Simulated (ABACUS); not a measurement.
C: equation of state with LDA

**The experiment to reproduce.**

From “Equation of state of cubic boron nitride at high pressures and temperatures”, 2007, arxiv:cond-mat/0702656, for a bulk crystal of C: bulk modulus 444.8 ± 0.8 GPa.

Crystal: C.

```
CELL_PARAMETERS angstrom
0.00000 1.78337 1.78337
1.78337 0.00000 1.78337
1.78337 1.78337 0.00000
ATOMIC_POSITIONS crystal
C 0.75000 0.75000 0.75000
C 0.50000 0.50000 0.50000
```

This isn't the form of C at room conditions, which is graphite.

```
Program             : ABACUS 3.10.1
Task                : equation of state
Functional          : LDA
Potentials or basis : PseudoDojo NC SR 0.4.1 LDA stringent
Cutoff              : 1116 eV
Density cutoff      : 4463 eV
Basis               : plane waves
k mesh              : 10 × 10 × 10
Occupations         : fermi-dirac, width 0.05 eV
Spin                : no spin polarisation
```

```yaml
Equilibrium_volume: 5.54 Å³/atom
Bulk_modulus: 464 GPa
Pressure_derivative_of_the_bulk_modulus: "3.7 (rough: it moves with the points fitted)"
```

Energy against volume, from the lowest point:
| volume (Å³/atom) | energy (meV/atom) |
| --- | --- |
| 5.332 | 12.37 |
| 5.558 | 0.00 |
| 5.785 | 14.26 |
| 6.012 | 50.52 |

All runs of the series together: 7.9 s on 4 threads of Intel(R) Xeon(R) Platinum 8488C (Sapphire Rapids), with other jobs on the host.

Against the measured bulk modulus of C, 444.8 GPa (quoted in “Equation of state of cubic boron nitride at high pressures and temperatures”, 2007, arxiv:cond-mat/0702656), the calculated 464 GPa is off by +4.3 %. 3 values of this kind are on record (442 to 444.8 GPa); this one was drawn at random among those near their median, those with a stated uncertainty first. The fit is for a static lattice scaled at fixed shape and fixed fractional positions. The cell as given is a measured one (5.67 Å³/atom); LDA puts the equilibrium volume -2.3 % from it, thermal expansion not counted.
